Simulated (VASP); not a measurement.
# BAs (F-43m) in VASP: settings compared, part 2 of 2

VASP 6.6.1. The steps go on from the part before.

## (5) Equation of state, PBE, 13.08 Å³/atom (volume scaled by 0.96)

The input, INCAR:

```
ALGO = Normal
EDIFF = 1E-7
ENCUT = 520
GGA = PE
ISIF = 2
ISMEAR = -1
LASPH = True
LCHARG = False
LREAL = False
LWAVE = False
NBANDS = 11
NELM = 100
PREC = Accurate
SIGMA = 0.05
```

The input, KPOINTS:

```
k-points
0
Gamma
  10 10 10
```

The input, POSCAR:

```
BAs
1.0
    0.0000000000      2.3562190158      2.3562190158
    2.3562190158      0.0000000000      2.3562190158
    2.3562190158      2.3562190158      0.0000000000
As B
1 1
Direct
    0.7500000000      0.7500000000      0.7500000000
    0.0000000000      0.0000000000      0.0000000000
```

Command:

```bash
$ cat potpaw_PBE.64/As/POTCAR potpaw_PBE.64/B/POTCAR > POTCAR
$ mpirun -np 1 vasp_std > vasp.out
```

Wall time 13 s (1 thread of Intel Xeon 6975P-C (Granite Rapids), shared host); peak memory 0.15 GiB.

It converged, with:

```
Free energy            : -11.3616 eV
Pressure               : 9.9 GPa
Band gap on the k mesh : 1.13 eV, indirect (least direct gap 3.33 eV)
```

## (6) Equation of state, PBE, 13.35 Å³/atom (volume scaled by 0.98)

The input, INCAR:

```
SYSTEM = BAs
PREC = Accurate ; ENCUT = 520
EDIFF = 1E-7 ; ISMEAR = -1
SIGMA = 0.05 ; LREAL = .FALSE.
LASPH = .TRUE. ; NELM = 80
ALGO = Normal ; ISIF = 2
LWAVE = .FALSE. ; LCHARG = .FALSE.
GGA = PE ; NBANDS = 11
```

The input, KPOINTS:

```
Automatic mesh
0
G
  10 10 10
  0 0 0
```

The input, POSCAR:

```
BAs
1.0
    0.0000000000      2.3724693156      2.3724693156
    2.3724693156      0.0000000000      2.3724693156
    2.3724693156      2.3724693156      0.0000000000
As B
1 1
Direct
    0.7500000000      0.7500000000      0.7500000000
    0.0000000000      0.0000000000      0.0000000000
```

Potentials or basis: VASP PAW PBE potentials, release 64 (As, B).

Command:

```bash
$ cat potpaw_PBE.64/As/POTCAR potpaw_PBE.64/B/POTCAR > POTCAR
$ mpirun -np 1 vasp_std > vasp.out
```

It took 9.9 s on 1 thread of Intel Xeon 6975P-C (Granite Rapids), shared host; peak memory 0.14 GiB.

Results (log left out):

```
Free energy            : -11.3895 eV
Pressure               : 6.5 GPa
Band gap on the k mesh : 1.15 eV, indirect (least direct gap 3.30 eV)
```

## (7) Equation of state, PBE, 13.90 Å³/atom (volume scaled by 1.02)

The input, INCAR:

```
SYSTEM = BAs
  ALGO = Normal
  EDIFF = 1E-7
  ENCUT = 520
  GGA = PE
  ISIF = 2
  ISMEAR = -1
  LASPH = .True.
  LCHARG = .False.
  LREAL = .False.
  LWAVE = .False.
  NBANDS = 11
  NELM = 60
  PREC = Accurate
  SIGMA = 0.05
```

The input, KPOINTS:

```
k-points
0
Gamma
  10 10 10
  0 0 0
```

The input, POSCAR:

```
BAs
1.0
    0.0000000000      2.4043183418      2.4043183418
    2.4043183418      0.0000000000      2.4043183418
    2.4043183418      2.4043183418      0.0000000000
As B
1 1
Direct
    0.7500000000      0.7500000000      0.7500000000
    0.0000000000      0.0000000000      0.0000000000
```

Command:

```bash
$ cat potpaw_PBE.64/As/POTCAR potpaw_PBE.64/B/POTCAR > POTCAR
$ mpirun -np 1 vasp_std > vasp.out
```

Wall time 9.8 s (1 thread of Intel Xeon 6975P-C (Granite Rapids), shared host); peak memory 0.15 GiB.

The run converged. Its results:

- Free energy: -11.4134 eV
- Pressure: 0.7 GPa
- Band gap on the k mesh: 1.20 eV, indirect (least direct gap 3.25 eV)

## (8) Equation of state, PBE, 14.17 Å³/atom (volume scaled by 1.04)

The input, INCAR:

```
  PREC = Accurate
  ENCUT = 520
  EDIFF = 1E-7
  ISMEAR = -1
  SIGMA = 0.05
  LREAL = F
  LASPH = T
  NELM = 80
  ALGO = Normal
  ISIF = 2
  LWAVE = F
  LCHARG = F
  GGA = PE
  NBANDS = 11
```

The input, KPOINTS:

```
Automatic mesh
0
Gamma
  10 10 10
```

The input, POSCAR:

```
BAs
1.0
    0.0000000000      2.4199312360      2.4199312360
    2.4199312360      0.0000000000      2.4199312360
    2.4199312360      2.4199312360      0.0000000000
As B
1 1
Direct
    0.7500000000      0.7500000000      0.7500000000
    0.0000000000      0.0000000000      0.0000000000
```

Command:

```bash
$ cat potpaw_PBE.64/As/POTCAR potpaw_PBE.64/B/POTCAR > POTCAR
$ mpirun -np 1 vasp_std > vasp.out
```

Run time: 12 s. Hardware: 1 thread of Intel Xeon 6975P-C (Granite Rapids), shared host; peak memory 0.14 GiB.

It converged, with:

* Free energy: -11.4114 eV
* Pressure: -1.9 GPa
* Band gap on the k mesh: 1.22 eV, indirect (least direct gap 3.23 eV)

## (9) Equation of state, PBE, 14.44 Å³/atom (volume scaled by 1.06)

The input, INCAR:

```
PREC = Accurate
ENCUT = 520
EDIFF = 1E-7
ISMEAR = -1
SIGMA = 0.05
LREAL = False
LASPH = True
NELM = 60
ALGO = Normal
ISIF = 2
LWAVE = False
LCHARG = False
GGA = PE
NBANDS = 11
```

The input, KPOINTS:

```
regular mesh
0
Gamma
  10 10 10
```

The input, POSCAR:

```
BAs
1.0
    0.0000000000      2.4353452264      2.4353452264
    2.4353452264      0.0000000000      2.4353452264
    2.4353452264      2.4353452264      0.0000000000
As B
1 1
Direct
    0.7500000000      0.7500000000      0.7500000000
    0.0000000000      0.0000000000      0.0000000000
```

Potentials or basis: VASP PAW PBE potentials, release 64 (As, B).

Command:

```bash
$ cat potpaw_PBE.64/As/POTCAR potpaw_PBE.64/B/POTCAR > POTCAR
$ mpirun -np 1 vasp_std > vasp.out
```

Wall time 11 s (1 thread of Intel Xeon 6975P-C (Granite Rapids), shared host); peak memory 0.15 GiB.

Results (log left out):

```yaml
Free_energy: -11.4012 eV
Pressure: -4.1 GPa
Band_gap_on_the_k_mesh: 1.23 eV, indirect (least direct gap 3.21 eV)
```

## (10) Equation of state, PBE

This step only gathers the single runs of the series.

What came out:

```
Equilibrium volume                      : 13.97 Å³/atom
Bulk modulus                            : 132 GPa
Pressure derivative of the bulk modulus : 4.1
```

Energy against volume, from the lowest point:
```
volume (Å³/atom)  energy (meV/atom)
          12.809              45.96
          13.081              25.92
          13.354              11.96
          13.626               3.49
          13.899               0.00
          14.171               1.01
          14.444               6.09
```

## (11) Single point, PBEsol

The input, INCAR:

```
ALGO = Normal ; EDIFF = 1E-7
ENCUT = 520 ; GGA = PS
ISIF = 2 ; ISMEAR = -1
LASPH = True ; LCHARG = False
LREAL = False ; LWAVE = False
NBANDS = 11 ; NELM = 80
PREC = Accurate ; SIGMA = 0.05
```

The input, KPOINTS:

```
k-points
0
Gamma
  10 10 10
```

The input, POSCAR:

```
BAs
1.0
    0.0000000000      2.3885000000      2.3885000000
    2.3885000000      0.0000000000      2.3885000000
    2.3885000000      2.3885000000      0.0000000000
As B
1 1
Direct
    0.7500000000      0.7500000000      0.7500000000
    0.0000000000      0.0000000000      0.0000000000
```

Command:

```bash
$ cat potpaw_PBE.64/As/POTCAR potpaw_PBE.64/B/POTCAR > POTCAR
$ mpirun -np 1 vasp_std > vasp.out
```

Run time: 9.5 s. Hardware: 1 thread of Intel Xeon Platinum 8488C (Sapphire Rapids), shared host; peak memory 0.16 GiB.

The run converged. Its results:

```
Free energy            : -12.2039 eV
Pressure               : 0.1 GPa
Band gap on the k mesh : 1.08 eV, indirect (least direct gap 3.24 eV)
```

Levels at points of the mesh, in eV from the valence-band top:
```tsv
k point	band 1	band 2	band 3	band 4	band 5	band 6	band 7	band 8	band 9
(0.00, 0.00, 0.00)	-15.44	0.00	0.00	0.00	3.24	3.24	3.24	4.68	9.35
(0.50, 0.00, 0.00)	-12.55	-8.83	-1.83	-1.83	2.65	4.73	4.73	8.71	12.55
(0.50, 0.50, 0.00)	-11.24	-8.53	-4.11	-4.11	1.31	1.34	11.34	11.34	12.78
```

Caveat: the PAW data sets were made with another functional, which shifts forces and pressure a little.

## (12) Equation of state, PBEsol, 12.81 Å³/atom (volume scaled by 0.94)

INCAR is that of step 11.

KPOINTS is that of step 11.

The input, POSCAR:

```
BAs
1.0
    0.0000000000      2.3397414207      2.3397414207
    2.3397414207      0.0000000000      2.3397414207
    2.3397414207      2.3397414207      0.0000000000
As B
1 1
Direct
    0.7500000000      0.7500000000      0.7500000000
    0.0000000000      0.0000000000      0.0000000000
```

Potentials or basis: VASP PAW PBE potentials, release 64 (As, B).

Command:

```bash
$ cat potpaw_PBE.64/As/POTCAR potpaw_PBE.64/B/POTCAR > POTCAR
$ mpirun -np 1 vasp_std > vasp.out
```

Run time: 9.8 s. Hardware: 1 thread of Intel Xeon Platinum 8488C (Sapphire Rapids), shared host; peak memory 0.16 GiB.

It converged, with:

- Free energy: -12.1549 eV
- Pressure: 10.0 GPa
- Band gap on the k mesh: 1.01 eV, indirect (least direct gap 3.32 eV)

Caveat: the PAW data sets were made with another functional, which shifts forces and pressure a little.

## (13) Equation of state, PBEsol, 13.08 Å³/atom (volume scaled by 0.96)

INCAR is that of step 12.

KPOINTS is that of step 12.

The input, POSCAR:

```
BAs
1.0
    0.0000000000      2.3562190158      2.3562190158
    2.3562190158      0.0000000000      2.3562190158
    2.3562190158      2.3562190158      0.0000000000
As B
1 1
Direct
    0.7500000000      0.7500000000      0.7500000000
    0.0000000000      0.0000000000      0.0000000000
```

Command:

```bash
$ cat potpaw_PBE.64/As/POTCAR potpaw_PBE.64/B/POTCAR > POTCAR
$ mpirun -np 1 vasp_std > vasp.out
```

It took 9.5 s on 1 thread of Intel Xeon Platinum 8488C (Sapphire Rapids), shared host; peak memory 0.16 GiB.

The run converged. Its results:

```
Free energy            : -12.1826 eV
Pressure               : 6.3 GPa
Band gap on the k mesh : 1.03 eV, indirect (least direct gap 3.29 eV)
```

Caveat: the PAW data sets were made with another functional, which shifts forces and pressure a little.

## (14) Equation of state, PBEsol, 13.35 Å³/atom (volume scaled by 0.98)

INCAR is that of step 13.

KPOINTS is that of step 13.

The input, POSCAR:

```
BAs
1.0
    0.0000000000      2.3724693156      2.3724693156
    2.3724693156      0.0000000000      2.3724693156
    2.3724693156      2.3724693156      0.0000000000
As B
1 1
Direct
    0.7500000000      0.7500000000      0.7500000000
    0.0000000000      0.0000000000      0.0000000000
```

Command:

```bash
$ cat potpaw_PBE.64/As/POTCAR potpaw_PBE.64/B/POTCAR > POTCAR
$ mpirun -np 1 vasp_std > vasp.out
```

It took 9.3 s on 1 thread of Intel Xeon Platinum 8488C (Sapphire Rapids), shared host; peak memory 0.16 GiB.

It converged, with:

```yaml
Free_energy: -12.1986 eV
Pressure: 3.0 GPa
Band_gap_on_the_k_mesh: 1.06 eV, indirect (least direct gap 3.27 eV)
```

Caveat: the PAW data sets were made with another functional, which shifts forces and pressure a little.

## (15) Equation of state, PBEsol, 13.90 Å³/atom (volume scaled by 1.02)

INCAR is that of step 14.

KPOINTS is that of step 14.

The input, POSCAR:

```
BAs
1.0
    0.0000000000      2.4043183418      2.4043183418
    2.4043183418      0.0000000000      2.4043183418
    2.4043183418      2.4043183418      0.0000000000
As B
1 1
Direct
    0.7500000000      0.7500000000      0.7500000000
    0.0000000000      0.0000000000      0.0000000000
```

Potentials or basis: VASP PAW PBE potentials, release 64 (As, B).

Command:

```bash
$ cat potpaw_PBE.64/As/POTCAR potpaw_PBE.64/B/POTCAR > POTCAR
$ mpirun -np 1 vasp_std > vasp.out
```

Wall time 9.5 s (1 thread of Intel Xeon Platinum 8488C (Sapphire Rapids), shared host); peak memory 0.16 GiB.

It converged, with:

```
Free energy            : -12.1996 eV
Pressure               : -2.6 GPa
Band gap on the k mesh : 1.10 eV, indirect (least direct gap 3.22 eV)
```

Caveat: the PAW data sets were made with another functional, which shifts forces and pressure a little.

## (16) Equation of state, PBEsol, 14.17 Å³/atom (volume scaled by 1.04)

INCAR is that of step 15.

KPOINTS is that of step 15.

The input, POSCAR:

```
BAs
1.0
    0.0000000000      2.4199312360      2.4199312360
    2.4199312360      0.0000000000      2.4199312360
    2.4199312360      2.4199312360      0.0000000000
As B
1 1
Direct
    0.7500000000      0.7500000000      0.7500000000
    0.0000000000      0.0000000000      0.0000000000
```

Command:

```bash
$ cat potpaw_PBE.64/As/POTCAR potpaw_PBE.64/B/POTCAR > POTCAR
$ mpirun -np 1 vasp_std > vasp.out
```

It took 9.6 s on 1 thread of Intel Xeon Platinum 8488C (Sapphire Rapids), shared host; peak memory 0.15 GiB.

The run converged. Its results:

```yaml
Free_energy: -12.1866 eV
Pressure: -5.0 GPa
Band_gap_on_the_k_mesh: 1.11 eV, indirect (least direct gap 3.19 eV)
```

Caveat: the PAW data sets were made with another functional, which shifts forces and pressure a little.

## (17) Equation of state, PBEsol, 14.44 Å³/atom (volume scaled by 1.06)

INCAR is that of step 16.

KPOINTS is that of step 16.

The input, POSCAR:

```
BAs
1.0
    0.0000000000      2.4353452264      2.4353452264
    2.4353452264      0.0000000000      2.4353452264
    2.4353452264      2.4353452264      0.0000000000
As B
1 1
Direct
    0.7500000000      0.7500000000      0.7500000000
    0.0000000000      0.0000000000      0.0000000000
```

Command:

```bash
$ cat potpaw_PBE.64/As/POTCAR potpaw_PBE.64/B/POTCAR > POTCAR
$ mpirun -np 1 vasp_std > vasp.out
```

It took 9.5 s on 1 thread of Intel Xeon Platinum 8488C (Sapphire Rapids), shared host; peak memory 0.16 GiB.

Results (log left out):

```
Free energy            : -12.1657 eV
Pressure               : -7.2 GPa
Band gap on the k mesh : 1.13 eV, indirect (least direct gap 3.17 eV)
```

Caveat: the PAW data sets were made with another functional, which shifts forces and pressure a little.

## (18) Equation of state, PBEsol

Potentials or basis: VASP PAW PBE potentials, release 64 (As, B).

No new run: the results of the series are fitted here.

Results:

- Equilibrium volume: 13.64 Å³/atom
- Bulk modulus: 141 GPa
- Pressure derivative of the bulk modulus: 4.1

Energy against volume, from the lowest point:
| volume (Å³/atom) | energy (meV/atom) |
| --- | --- |
| 12.809 | 24.49 |
| 13.081 | 10.63 |
| 13.354 | 2.65 |
| 13.626 | 0.00 |
| 13.899 | 2.15 |
| 14.171 | 8.65 |
| 14.444 | 19.07 |

Caveat: the PAW data sets were made with another functional, which shifts forces and pressure a little.

## (19) The runs side by side

| task | level | cell | ladder | gap on the mesh (eV) | pressure (GPa) | V0 of scaled cells (Å³/atom) | B0 (GPa) |
| --- | --- | --- | --- | --- | --- | --- | --- |
| single point | PBE | as given | - | 1.18 | 3.4 | - | - |
| single point | PBE | atoms moved at random, drawn with an rms of 0.05 Å | - | 0.65 | 3.7 | - | - |
| equation of state | PBE | as given | - | - | - | 13.97 | 132 |
| single point | PBEsol | as given | free | 1.08 | 0.1 | - | - |
| equation of state | PBEsol | as given | free | - | - | 13.64 | 141 |

Alike in all rows: potentials or basis VASP PAW PBE potentials, release 64 (As, B); no spin polarisation; k mesh 10 × 10 × 10; cutoff (eV) 520; smearing fermi-dirac 0.05 eV.

Caveats: the PAW data sets were made with another functional, which shifts forces and pressure a little (some runs).

Total energies depend on the potentials used, so only differences within one code and one set of settings carry meaning.

## (20) How close it comes

Step 10. A measured bulk modulus of BAs is 148 GPa (quoted in “Basic Physical Properties of Cubic Boron Arsenide”, 2019, arxiv:1911.11281); the calculated 132 GPa misses it by -10.8 %. The fit is for a static lattice scaled at fixed shape and fixed fractional positions.

Step 18. Against the measured bulk modulus of BAs, 148 GPa (quoted in “Basic Physical Properties of Cubic Boron Arsenide”, 2019, arxiv:1911.11281), the calculated 141 GPa is off by -4.9 %. The fit is for a static lattice scaled at fixed shape and fixed fractional positions.
